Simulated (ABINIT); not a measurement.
The system is Ru.

```xyz
2
Lattice="2.7058 0.0000 0.0000 -1.3529 2.3433 0.0000 0.0000 0.0000 4.2819" Properties=species:S:1:pos:R:3 pbc="T T T"
Ru    1.3529    0.7811    3.2114
Ru    0.0000    1.5622    1.0705
```

Base run:

| Quantity | Value |
| --- | --- |
| Program | ABINIT 10.8.3 (patched build) |
| Functional | BLYP |
| Potentials or basis | JTH PAW PBE v2.0 |
| Cutoff | 408 eV |
| k mesh | 11 × 11 × 6 |
| Occupations | fermi-dirac, width 0.05 eV |
| Spin | no spin polarisation |

Its results: band gap on the k mesh none (metal or under the smearing width); pressure 19.2 GPa.

Problem. After a change of settings the same cell gave: band gap on the k mesh none (metal or under the smearing width); pressure -3.2 GPa. Which change was it?
A. functional from BLYP to LDA-VWN; potentials or basis from JTH PAW PBE v2.0 to JTH PAW LDA v2.0
B. functional from BLYP to PBEsol; k mesh from 11 × 11 × 6 to 9 × 9 × 5
C. functional from BLYP to OLYP
D. functional from BLYP to PBEsol; k mesh from 11 × 11 × 6 to 14 × 14 × 8

Solution. C.

Caveats: so large a pressure means that the cell lies far from this level's equilibrium, or that cutoff or potentials fall short (some runs); the potentials were made for another functional, which shifts forces and pressure (some runs); the PAW data sets were made with another functional, which shifts forces and pressure a little (some runs).

Not every run made on this cell is shown here.
